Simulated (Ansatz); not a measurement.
# TiSi2: an internal coordinate against the cell, part 1 of 2

A grid of calculations on TiSi₂ (Immm, No. 71; 3 atoms in the cell), to see where the energy is lowest and how it rises around there.

Method: DFT LDA, scalar-relativistic, plane waves, PAW, in Ansatz 0.2.0.

17 further runs of the same task are left out: 17 set aside as unsound or not needed.

**1. The system as given**

The structure is orthorhombic, space group Immm (No. 71). Conventional cell: a = 2.946 Å, b = 3.424 Å, c = 8.424 Å, α = 90.00°, β = 90.00°, γ = 90.00°. Ti (site symmetry mmm) has 10 Si at 2.67 to 2.78 Å and 2 Ti at 2.95 Å as nearest neighbours. Si (site symmetry mm2) is surrounded by 7 Si at 2.63 to 2.95 Å and 5 Ti at 2.67 to 2.78 Å.

As a file:

```
Ti Si
1.0
    -1.47287    1.71213    4.21208
     1.47287   -1.71213    4.21208
     1.47287    1.71213   -4.21208
Ti Si
1 2
Direct
  0.00000 0.00000 0.00000
  0.32992 0.32992 0.00000
  0.67008 0.67008 0.00000
```

Source of the structure: the Materials Project (structure only).

**2. Quick check of gap, pressure and forces**

Contents of input.yaml:

```yaml
crystal:
  lattice:
    - [-1.472872, 1.71213, 4.212083]
    - [1.472872, -1.71213, 4.212083]
    - [1.472872, 1.71213, -4.212083]
  atoms:
    - { symbol: Ti, position: [0.0, 0.0, 0.0] }
    - { symbol: Si, position: [0.329922, 0.329922, 0.0] }
    - { symbol: Si, position: [0.670078, 0.670078, 0.0] }
basis:
  ecutwfc: 520.0
kpoints:
  mp_grid: { grid: [8, 8, 8] }
hamiltonian:
  xc: lda
  pseudopotentials: { kind: paw, azcp: { folder: soft_1 } }
scf:
  occupations: { method: gaussian, width: 0.1 }
output:
  forces: true
  stress: true
  eigenvalues: true
```

Launch:

```sh
ansatz run input.yaml --threads 2 --pin off --max-ram 4096MiB --backend cpu --events-out ev --progress --plain --runs-dir out
```

What it wrote, shortened:

```text
Warning: <dir> the record states the generating functional pbe (its physics header spells it `PBE`), which answers neither for hamiltonian.xc's functional nor for the lda family's — results may be inconsistent (PPs are generated against a specific XC)
[...]
Warning: RAYON_NUM_THREADS=2 ignored (pool sized by the plan → 2); use --threads N
[...]
Pseudopotentials: kind: paw
Pseudopotential: Ti, paw, valence charge 12, recommended cutoff 420 eV (normal), <dir>
Pseudopotential: Si, paw, valence charge 4, recommended cutoff 420 eV (normal), <dir>
Functional definition: SPW92
[...]
Crystal: 3 atoms, lattice volume = 42.487 Å³
Basis set: ecut = 520 eV, 1145 PW (Γ), FFT grids on a1+a3, a2+a3, a3
Bands: 14, of which v1, the nominal top of the filled ones, is band 10 counted from 1 (9 counted from 0)
Symmetry: 8 space group operations
[...]
SCF converged after 7 iterations
Free energy (F): -3669.043260 eV
[...]
E sigma→0 (E₀):  -3669.039517 eV
Entropy (-TS):   -0.007485 eV (-2.495 meV/atom)
Fermi energy:    12.125161 eV
[...]
--- Forces (eV/Å), atoms counted from 1 ---
  atom   1  Ti     0.00000000     0.00000000     0.00000000
  atom   2  Si     0.00000000     0.00000000     0.06712631
  atom   3  Si    -0.00000000     0.00000000    -0.06712631
[...]
--- Stress (GPa, compression-positive) ---
       -4.837868      -0.000000       0.000000
       -0.000000      -7.063342      -0.000000
        0.000000      -0.000000      -7.767018
  P = ⅓ Tr σ = -6.5561 GPa (-65.561 kbar)
--- Band table (eV; the first three rows and the last of 95) ---
  k-point 0: bands = ["-43.5582", "-20.2008", "-20.1839", "-19.9283", "-0.3767", "7.4183", "7.9969", "9.9836", "11.4824", "12.8483", "14.1920", "14.4732", "15.2716", "15.8598"]
[...]
```

Wall time 4.2 s (2 threads of Arm Neoverse N1, shared host); peak memory 0.35 GiB.

The probe gives pressure -6.6 GPa, largest force 0.07 eV/Å, gap on this mesh none (metal). By this gap the next run takes a mesh of 18×18×18.

**3. The relaxation**

input.yaml, as its differences from that of step 2:

```diff
@@ -12,3 +12,3 @@
 kpoints:
-  mp_grid: { grid: [8, 8, 8] }
+  mp_grid: { grid: [18, 18, 18] }
 hamiltonian:
@@ -22 +22,6 @@
   eigenvalues: true
+relax:
+  adjacent_minimum: "off"
+  f_tol: 0.005
+  max_steps: 80
+  cell: { stress_tol: 0.05 }
```

Launch:

```sh
ansatz run input.yaml --threads 2 --pin off --max-ram 4096MiB --backend cpu --events-out ev --progress --plain --runs-dir out
```

What it wrote:

```text
Warning: <dir> the record states the generating functional pbe (its physics header spells it `PBE`), which answers neither for hamiltonian.xc's functional nor for the lda family's — results may be inconsistent (PPs are generated against a specific XC)
Warning: <dir> the record states the generating functional pbe (its physics header spells it `PBE`), which answers neither for hamiltonian.xc's functional nor for the lda family's — results may be inconsistent (PPs are generated against a specific XC)
Warning: RAYON_NUM_THREADS=2 ignored (pool sized by the plan → 2); use --threads N
basis.fft_grid_basis auto: the FFT boxes are laid along the combinations [[1, 0, 1], [0, 1, 1], [0, 0, 1]] of the cell's own vectors, 3.424, 2.946 and 4.779 Å long. The dense box has 27×24×36 points. Along the cell's own vectors, as sized, it would have 36×36×36, 2.00 times as many. Of the 8 symmetry operations that the crystal satisfies within crystal.symmetry.tolerance (time reversal apart; of a slab, those that keep its plane) the dense box along the cell's own vectors carries 8, and the one as laid loses 6 of those. basis.fft_grid_basis: typed keeps the cell's own vectors: state it where this run's energies or levels are differenced outside the engine with another run's, or held beside a run that keeps those vectors.
Engine: ansatz 0.2.0, aarch64-unknown-linux-gnu
[... 4 set-up lines as earlier in the session ...]
  exchange = slater_x
  correlation = pw_c
Crystal: 3 atoms, lattice volume = 42.487 Å³
Basis set: ecut = 520 eV, 1145 PW (Γ), FFT grids on a1+a3, a2+a3, a3
Bands: 14, of which v1, the nominal top of the filled ones, is band 10 counted from 1 (9 counted from 0)
[... 1 set-up line as earlier in the session ...]
Space group: Immm (ITA 71), of the structure as read, at distance tolerance 3.5e-5 Å
k-points: 865 of 5832
Non-local potential: Ti, projectors of the file, l = 0: 3, l = 1: 2, l = 2: 3, l = 3: 1
Non-local potential: Si, projectors of the file, l = 0: 2, l = 1: 2, l = 2: 1
PAW form: soft (Blöchl's): semilocal exchange-correlation on the pseudo side does not see the compensation charge
PAW frozen core: Ti, regenerated for the run's functional, and the local potential with it (the file was generated under x = pbe(κ = 0.804, μ = 0.2195149727645171), c = pbe(β = 0.06672455060314922))
PAW frozen core: Si, regenerated for the run's functional, and the local potential with it (the file was generated under x = pbe(κ = 0.804, μ = 0.2195149727645171), c = pbe(β = 0.06672455060314922))
PAW one-centre angular grid: Ti, 590 points (default); XC on 64 Gauss nodes
PAW one-centre angular grid: Si, 110 points (default); XC on 64 Gauss nodes
Initial density: superposition of atomic densities (chi_scale 0.1, normalization cell, long waves kept (reshape's long-wave potential 0.00 eV rms))
Initial wavefunctions: pseudopotential atomic-orbital guess
Functional: x = slater, c = lda
SCF iter   1: F=—  HF=-3669.441043 eV  |F-HF|=—  |Δ(HF+E_count)|=         —  Δρ=3.65e-2  dr2=1.39e0  ethr=3.10e-3  ⟨swp⟩=5.3  Hψ=67747  notcnv=0
preconditioner: auto → Kerker (q_TF=auto, 2.406 Å⁻¹)  [metal: Δε(μ)=0.002 eV  Ē_g=6.423 eV  σ=0.100 eV  W_gap=0.01  n_scr=10 (ndim 8)  ℏωp=19.7 eV  f_vac=0.000  D(μ)=1.25/eV (n_scr^D=10)]
SCF iter   2: F=—  HF=-3669.198022 eV  |F-HF|=—  |Δ(HF+E_count)|=   2.43e-1  Δρ=2.21e-2  dr2=4.87e-1  ethr=3.10e-3  ⟨swp⟩=1.9  Hψ=20066  notcnv=0  defer=111
SCF iter   3: F=—  HF=-3669.054758 eV  |F-HF|=—  |Δ(HF+E_count)|=   1.43e-1  Δρ=1.93e-3  dr2=1.09e-3  ethr=2.43e-3  ⟨swp⟩=2.1  Hψ=19700  notcnv=0  defer=166
SCF iter   4: F=—  HF=-3669.054476 eV  |F-HF|=—  |Δ(HF+E_count)|=   2.83e-4  Δρ=5.01e-4  dr2=8.91e-5  ethr=5.46e-6  ⟨swp⟩=2.7  Hψ=26541  notcnv=0  defer=209
SCF iter   5: F=—  HF=-3669.054465 eV  |F-HF|=—  |Δ(HF+E_count)|=   1.13e-5  Δρ=9.08e-5  dr2=3.02e-6  ethr=4.46e-7  ⟨swp⟩=2.1  Hψ=14453  notcnv=0  defer=208
SCF iter   6: F=-3669.054464 eV  HF=-3669.054464 eV  |F-HF|=2.03e-8  |Δ(HF+E_count)|=   3.15e-7  Δρ=1.28e-5  dr2=5.68e-8  ethr=5.00e-10  ⟨swp⟩=4.8  Hψ=53744  notcnv=0
the search or the solves at the SCF's close seem to have found levels that the self-consistency loop had missed (the run counts 1). By its estimate they hold under 1e-12 electrons; where the run keeps them, the occupations were computed again with them
SCF 1 converged in 6 iterations: F = -3669.054464 eV  dr2 = 5.68e-8
relax step   1: F+E_penalty+E_count = -3669.05446418 eV  Δ(F+E_penalty+E_count) = +0.000e0 eV  max|allowed force component| = 1.063e-1 eV/Å  Δτ_max = 0.0000 Å  P = -6.625 GPa  Ω = 42.487 Å³  (6 SCF iters, dr2 threshold 1.00e-7 eV, accepted)
Crystal: 3 atoms, lattice volume = 40.337 Å³
Basis set: ecut = 520 eV, 1121 PW (Γ), FFT grids on a1+a3, a2+a3, a3
Initial density: handed on by an earlier stage of this run
Initial wavefunctions: those handed on with the density
iter 1 solved again at ethr=5.57e-5 eV; its pass at ethr=3.10e-3 eV (dr2=1.11e-2 eV) is discarded
SCF iter   1: F=—  HF=-3669.099279 eV  |F-HF|=—  |Δ(HF+E_count)|=         —  Δρ=3.34e-3  dr2=1.11e-2  ethr=5.57e-5  ⟨swp⟩=1.0  Hψ=84817  notcnv=0
preconditioner: auto → Kerker (q_TF=auto, 2.427 Å⁻¹)  [metal: Δε(μ)=0.004 eV  Ē_g=6.794 eV  σ=0.100 eV  W_gap=0.02  n_scr=10 (ndim 8)  ℏωp=20.3 eV  f_vac=0.000  D(μ)=1.34/eV (n_scr^D=10)]
SCF iter   2: F=—  HF=-3669.097689 eV  |F-HF|=—  |Δ(HF+E_count)|=   1.59e-3  Δρ=1.59e-3  dr2=1.84e-3  ethr=5.57e-5  ⟨swp⟩=2.0  Hψ=15867  notcnv=0
SCF iter   3: F=—  HF=-3669.097111 eV  |F-HF|=—  |Δ(HF+E_count)|=   5.78e-4  Δρ=8.75e-4  dr2=7.25e-4  ethr=9.21e-6  ⟨swp⟩=2.9  Hψ=20057  notcnv=0
SCF iter   4: F=—  HF=-3669.096935 eV  |F-HF|=—  |Δ(HF+E_count)|=   1.76e-4  Δρ=1.52e-4  dr2=9.63e-6  ethr=3.62e-6  ⟨swp⟩=2.1  Hψ=15882  notcnv=0
SCF iter   5: F=—  HF=-3669.096934 eV  |F-HF|=—  |Δ(HF+E_count)|=   9.46e-7  Δρ=1.85e-5  dr2=1.06e-7  ethr=1.50e-9  ⟨swp⟩=4.2  Hψ=61658  notcnv=0
SCF iter   6: F=-3669.096934 eV  HF=-3669.096934 eV  |F-HF|=1.27e-8  |Δ(HF+E_count)|=   2.28e-9  Δρ=6.13e-6  dr2=1.73e-8  ethr=5.31e-10  ⟨swp⟩=2.0  Hψ=36312  notcnv=0
SCF 2 converged in 6 iterations: F = -3669.096934 eV  dr2 = 1.73e-8
relax step   2: F+E_penalty+E_count = -3669.09693417 eV  Δ(F+E_penalty+E_count) = -4.247e-2 eV  max|allowed force component| = 5.145e-2 eV/Å  Δτ_max = 0.0119 Å  P = +0.905 GPa  Ω = 40.337 Å³  energy of the carried Pulay correction = +2.548e-4 eV  (6 SCF iters, dr2 threshold 3.00e-7 eV, accepted)
Crystal: 3 atoms, lattice volume = 40.574 Å³
iter 1 solved again at ethr=1.14e-6 eV; its pass at ethr=3.10e-3 eV (dr2=2.28e-4 eV) is discarded
SCF iter   1: F=—  HF=-3669.097944 eV  |F-HF|=—  |Δ(HF+E_count)|=         —  Δρ=5.13e-4  dr2=2.17e-4  ethr=1.14e-6  ⟨swp⟩=2.0  Hψ=76764  notcnv=0
preconditioner: auto → Kerker (q_TF=auto, 2.425 Å⁻¹)  [metal: Δε(μ)=0.002 eV  Ē_g=6.782 eV  σ=0.100 eV  W_gap=0.01  n_scr=10 (ndim 8)  ℏωp=20.2 eV  f_vac=0.000  D(μ)=1.35/eV (n_scr^D=10)]
SCF iter   2: F=—  HF=-3669.097908 eV  |F-HF|=—  |Δ(HF+E_count)|=   3.61e-5  Δρ=2.72e-4  dr2=5.03e-5  ethr=1.08e-6  ⟨swp⟩=1.7  Hψ=13382  notcnv=0
SCF iter   3: F=—  HF=-3669.097892 eV  |F-HF|=—  |Δ(HF+E_count)|=   1.59e-5  Δρ=1.60e-4  dr2=2.01e-5  ethr=2.51e-7  ⟨swp⟩=2.8  Hψ=19873  notcnv=0
SCF iter   4: F=-3669.097887 eV  HF=-3669.097887 eV  |F-HF|=8.53e-8  |Δ(HF+E_count)|=   4.52e-6  Δρ=2.67e-5  dr2=2.46e-7  ethr=1.50e-9  ⟨swp⟩=4.3  Hψ=56491  notcnv=0
SCF 3 converged in 4 iterations: F = -3669.097887 eV  dr2 = 2.46e-7
relax step   3: F+E_penalty+E_count = -3669.09788737 eV  Δ(F+E_penalty+E_count) = -9.532e-4 eV  max|allowed force component| = 2.025e-3 eV/Å  Δτ_max = 0.0033 Å  P = -0.088 GPa  Ω = 40.574 Å³  energy of the carried Pulay correction = +2.261e-4 eV  (4 SCF iters, dr2 threshold 3.00e-7 eV, accepted)
Crystal: 3 atoms, lattice volume = 40.555 Å³
iter 1 solved again at ethr=2.43e-9 eV; its pass at ethr=3.10e-3 eV (dr2=4.85e-7 eV) is discarded
SCF iter   1: F=—  HF=-3669.097904 eV  |F-HF|=—  |Δ(HF+E_count)|=         —  Δρ=5.14e-5  dr2=6.31e-7  ethr=2.43e-9  ⟨swp⟩=2.2  Hψ=75231  notcnv=0
preconditioner: auto → Kerker (q_TF=auto, 2.425 Å⁻¹)  [metal: Δε(μ)=0.004 eV  Ē_g=6.782 eV  σ=0.100 eV  W_gap=0.02  n_scr=10 (ndim 8)  ℏωp=20.2 eV  f_vac=0.000  D(μ)=1.35/eV (n_scr^D=10)]
SCF iter   2: F=—  HF=-3669.097904 eV  |F-HF|=—  |Δ(HF+E_count)|=   7.91e-8  Δρ=2.88e-5  dr2=2.28e-7  ethr=2.43e-9  ⟨swp⟩=1.0  Hψ=12155  notcnv=0
SCF iter   3: F=-3669.097904 eV  HF=-3669.097904 eV  |F-HF|=4.02e-8  |Δ(HF+E_count)|=   3.68e-8  Δρ=9.35e-6  dr2=4.48e-8  ethr=3.33e-10  ⟨swp⟩=2.4  Hψ=43232  notcnv=0
SCF 4 converged in 3 iterations: F = -3669.097904 eV  dr2 = 4.48e-8
relax step   4: F+E_penalty+E_count = -3669.09790374 eV  Δ(F+E_penalty+E_count) = -1.637e-5 eV  max|allowed force component| = 4.126e-3 eV/Å  Δτ_max = 0.0001 Å  P = -0.013 GPa  Ω = 40.555 Å³  energy of the carried Pulay correction = +2.284e-4 eV  (3 SCF iters, dr2 threshold 6.66e-8 eV, accepted)
Initial wavefunctions: pseudopotential atomic-orbital guess (no wavefunctions were taken with the density)
iter 1 solved again at ethr=8.82e-8 eV; its pass at ethr=3.10e-3 eV (dr2=1.76e-5 eV) is discarded
SCF iter   1: F=—  HF=-3669.097670 eV  |F-HF|=—  |Δ(HF+E_count)|=         —  Δρ=3.21e-5  dr2=6.62e-8  ethr=8.82e-8  ⟨swp⟩=3.0  Hψ=101768  notcnv=0
SCF iter   2: F=—  HF=-3669.097670 eV  |F-HF|=—  |Δ(HF+E_count)|=   1.79e-7  Δρ=1.66e-5  dr2=1.41e-8  ethr=3.31e-10  ⟨swp⟩=2.9  Hψ=20608  notcnv=0
SCF iter   3: F=—  HF=-3669.097670 eV  |F-HF|=—  |Δ(HF+E_count)|=   1.83e-8  Δρ=7.78e-6  dr2=2.77e-9  ethr=7.07e-11  ⟨swp⟩=1.8  Hψ=13206  notcnv=0
SCF iter   4: F=—  HF=-3669.097670 eV  |F-HF|=—  |Δ(HF+E_count)|=   5.21e-9  Δρ=3.45e-7  dr2=6.29e-11  ethr=1.38e-11  ⟨swp⟩=2.0  Hψ=17267  notcnv=0
SCF iter   5: F=-3669.097670 eV  HF=-3669.097670 eV  |F-HF|=0.00e0  |Δ(HF+E_count)|=  1.36e-11  Δρ=6.77e-8  dr2=2.20e-12  ethr=1.00e-12  ⟨swp⟩=5.0  Hψ=46904  notcnv=0
SCF 5 converged in 5 iterations: F = -3669.097670 eV  dr2 = 2.20e-12
relax step   5: F+E_penalty+E_count = -3669.09767030 eV  Δ(F+E_penalty+E_count) = +2.334e-4 eV  max|allowed force component| = 4.097e-3 eV/Å  Δτ_max = 0.0000 Å  P = -0.013 GPa  Ω = 40.555 Å³  stress off target by 1.90e-2 GPa  SCF on the basis re-selected at this cell (its energy is not comparable with the rows above)  (5 SCF iters)
basis re-selected at this cell: Δ(F+E_penalty+E_count) = +2.334e-4 eV, ΔP = +0.001 GPa vs the last step (what re-selecting the basis moved, of the pressure what is left beyond the Pulay correction that the steps carried, after the strain that the cell walked since its last selection, with what the two solves' SCF thresholds leave and, on support functions, any second-order correction that the steps lacked; it is no measure of the basis error at this ecutwfc). This SCF's stress stands 1.90e-2 GPa from its target on what of the cell is left free (relax.cell.stress_tol is 5.00e-2 GPa) and its largest allowed force component is 4.10e-3 eV/Å (relax.f_tol is 5.00e-3 eV/Å): within both
SCF converged after 5 iterations
Free energy (F): -3669.097670 eV
Harris-Foulkes:  -3669.097670 eV  (|F-HF|=0.00e0)
Internal energy: -3669.090944 eV  (E = F + TS)
E sigma→0 (E₀):  -3669.094307 eV
Entropy (-TS):   -0.006726 eV (-2.242 meV/atom)
Fermi energy:    12.771596 eV
--- Per-component energies (eV) ---
  E_band       = -98.791222
  E_kinetic    = 370.039211
  E_local      = -1062.225753  (includes V_loc(G=0)·N_el)
  E_nonlocal   = 112.068663
  E_hartree    = 453.625137
  E_xc         = -231.731835
  E_vxc        = -247.142478  (∫ρ·V_xc dr)
  E_paw        = -1963.672049  (= ΣΔE_a)
  E_vpaw       = -178.781080  (= ΣTr[D̂ρ^β])
  E_aug_tail   = -0.000003  (compensation charges beyond the density's cutoff)
  E_ewald      = -1347.688927
  E_core_change = 0.494612  (= ΣΔE_core)
  E_smearing   = -0.006726  (= −TS)
  E_closure    = -0.000000  (closes the sum)
  Σ components = -3669.097670   (vs F -3669.097670, Δ=0.00e0)
--- Forces (eV/Å), atoms counted from 1 ---
  atom   1  Ti     0.00000000     0.00000000     0.00000000
  atom   2  Si     0.00000000     0.00000000    -0.00409726
  atom   3  Si     0.00000000     0.00000000     0.00409726
  max |Σ_I F_I| component: 0.00e0 eV/Å
--- Stress (GPa, compression-positive) ---
       -0.002247       0.000000       0.000000
        0.000000      -0.018956       0.000000
        0.000000       0.000000      -0.016378
  P = ⅓ Tr σ = -0.0125 GPa (-0.125 kbar)
--- Band table (eV; the first three rows and the last of 865) ---
  k-point 0: bands = ["-42.7195", "-19.3841", "-19.3582", "-19.0825", "0.0182", "7.8891", "8.7761", "10.6220", "12.0972", "13.5482", "15.0295", "15.2767", "16.0892", "16.8159"]
  k-point 1: bands = ["-42.7179", "-19.3823", "-19.3604", "-19.0947", "0.1139", "7.9710", "8.7184", "10.5468", "12.0918", "13.2856", "14.8253", "15.1565", "16.4002", "16.7873"]
  k-point 2: bands = ["-42.7132", "-19.3769", "-19.3668", "-19.1295", "0.3985", "8.1999", "8.5582", "10.3477", "12.0793", "12.7120", "14.0428", "15.3305", "16.7045", "16.7814"]
  k-point 864: bands = ["-42.7192", "-19.3982", "-19.3592", "-19.0830", "1.2493", "3.7984", "11.4548", "11.5787", "12.4178", "13.2575", "14.8236", "15.3380", "15.3568", "16.7550"]
--- Relaxed structure (4 steps of the walk, 4 accepted, 1 SCFs on fresh bases) ---
  F+E_penalty+E_count = -3669.09767030 eV   max|allowed force component| = 4.097e-3 eV/Å   (the final SCF, on the basis selected at the relaxed cell)
  cell:  # Å, volume = 40.5553 Å³
    - [-1.4540925018524393, 1.685218244035092, 4.137511850457352]
    - [1.4540925018524393, -1.685218244035092, 4.137511850457352]
    - [1.4540925018524393, 1.685218244035092, -4.137511850457352]
  atoms:
    - { symbol: Ti, position: [2.5005275022756426e-36, -9.476086263903293e-35, -9.726139014130857e-35] }
    - { symbol: Si, position: [0.3309289790549607, 0.3309289790549607, 2.9649423367614057e-35] }
    - { symbol: Si, position: [0.6690710209450391, 0.6690710209450391, 1.9508603401604984e-34] }
```

It took 2.9 min on 2 threads of Arm Neoverse N1, shared host; peak memory 0.88 GiB.

Step by step:

```csv
step,E - E(step 1) (eV/cell),largest force component (eV/Å),pressure (GPa),volume (Å³)
1,0.0000,0.1063,-6.62,42.49
2,-0.0425,0.0515,0.90,40.34
3,-0.0434,0.0020,-0.09,40.57
4,-0.0434,0.0041,-0.01,40.56
5,-0.0432,0.0041,-0.01,40.56
```

Step 1 is the start. Step 5 repeats the geometry before it on a plane-wave basis chosen anew for that cell, so its energy need not be comparable with the rows above.

Lengths and angles in the start's conventional setting:

|  | before | after | change |
| --- | --- | --- | --- |
| a (Å) | 2.946 | 2.908 | -1.3 % |
| b (Å) | 3.424 | 3.370 | -1.6 % |
| c (Å) | 8.424 | 8.275 | -1.8 % |
| volume (Å³/atom) | 14.16 | 13.52 | -4.5 % |
| shortest distance (Å) | 2.629 | 2.598 | -1.2 % |
| space group (0.01 Å) | Immm | Immm | same |

The run keeps the 8 symmetry operations of the start, so it could not have lowered the symmetry.

**4. The zero of the map**

Contents of input.yaml:

```yaml
crystal:
  lattice:
    - [-1.4540925019, 1.685218244, 4.1375118505]
    - [1.4540925019, -1.685218244, 4.1375118505]
    - [1.4540925019, 1.685218244, -4.1375118505]
  atoms:
    - { symbol: Ti, position: [0.0, 0.0, 0.0] }
    - { symbol: Si, position: [0.3309289791, 0.3309289791, 0.0] }
    - { symbol: Si, position: [0.6690710209, 0.6690710209, 0.0] }
basis:
  ecutwfc: 520.0
kpoints:
  mp_grid: { grid: [18, 18, 18] }
hamiltonian:
  xc: lda
  pseudopotentials: { kind: paw, azcp: { folder: soft_1 } }
scf:
  occupations: { method: gaussian, width: 0.15 }
output:
  forces: true
  stress: true
  eigenvalues: true
```

Launch:

```sh
ansatz run input.yaml --threads 2 --pin off --max-ram 4096MiB --backend cpu --events-out ev --progress --plain --runs-dir out
```

What it wrote, shortened:

```text
Warning: <dir> the record states the generating functional pbe (its physics header spells it `PBE`), which answers neither for hamiltonian.xc's functional nor for the lda family's — results may be inconsistent (PPs are generated against a specific XC)
[...]
Warning: RAYON_NUM_THREADS=2 ignored (pool sized by the plan → 2); use --threads N
[...]
[... 4 set-up lines as earlier in the session ...]
[...]
--- Forces (eV/Å), atoms counted from 1 ---
  atom   1  Ti     0.00000000     0.00000000     0.00000000
  atom   2  Si     0.00000000    -0.00000000    -0.00789054
  atom   3  Si    -0.00000000     0.00000000     0.00789054
[...]
--- Stress (GPa, compression-positive) ---
        0.067909       0.000000       0.000000
        0.000000      -0.005031      -0.000000
        0.000000      -0.000000      -0.036926
  P = ⅓ Tr σ = 0.0087 GPa (0.087 kbar)
--- Band table (eV; the first three rows and the last of 865) ---
  k-point 0: bands = ["-42.7189", "-19.3833", "-19.3580", "-19.0817", "0.0185", "7.8889", "8.7761", "10.6224", "12.0971", "13.5487", "15.0300", "15.2770", "16.0891", "16.8165"]
[...]
```

Run time: 33 s. Hardware: 2 threads of Arm Neoverse N1, shared host; peak memory 0.78 GiB.

**5. Changed: ecutwfc 58.8 Ry**

input.yaml, as its differences from that of step 4:

```diff
@@ -10,3 +10,3 @@
 basis:
-  ecutwfc: 520.0
+  ecutwfc: "58.8 Ry"
 kpoints:
@@ -20,3 +20,3 @@
   forces: true
+  eigenvalues: true
   stress: true
-  eigenvalues: true
```

Launch:

```sh
ansatz run input.yaml --threads 2 --pin off --max-ram 4096MiB --backend cpu --events-out ev --progress --plain --runs-dir out
```

What it wrote, shortened:

```text
Warning: <dir> the record states the generating functional pbe (its physics header spells it `PBE`), which answers neither for hamiltonian.xc's functional nor for the lda family's — results may be inconsistent (PPs are generated against a specific XC)
[...]
Warning: RAYON_NUM_THREADS=2 ignored (pool sized by the plan → 2); use --threads N
[...]
[... 4 set-up lines as earlier in the session ...]
[...]
--- Forces (eV/Å), atoms counted from 1 ---
  atom   1  Ti     0.00000000    -0.00000000     0.00000000
  atom   2  Si     0.00000000    -0.00000000    -0.00779739
  atom   3  Si    -0.00000000     0.00000000     0.00779739
[...]
--- Stress (GPa, compression-positive) ---
        0.059988       0.000000       0.000000
        0.000000      -0.011053      -0.000000
        0.000000      -0.000000      -0.041982
  P = ⅓ Tr σ = 0.0023 GPa (0.023 kbar)
--- Band table (eV; the first three rows and the last of 865) ---
  k-point 0: bands = ["-42.7188", "-19.3833", "-19.3580", "-19.0817", "0.0185", "7.8889", "8.7760", "10.6224", "12.0970", "13.5486", "15.0298", "15.2769", "16.0889", "16.8164"]
[...]
```

It took 64 s on 2 threads of Arm Neoverse N1, shared host; peak memory 1.2 GiB.

```csv
run,ending,energy change,pressure (GPa),gap (eV),force (eV/Å),cycles,time
step 4,converged,0,0.0,0.00,0.01,7,33 s
variant,converged,-0.4 meV/atom,0.0,0.00,0.01,7,64 s
```

Changing the cutoff hardly moves the energy: -0.4 meV/atom. Cost: 64 s against 33 s.

(Continued in part 2 of 2.)
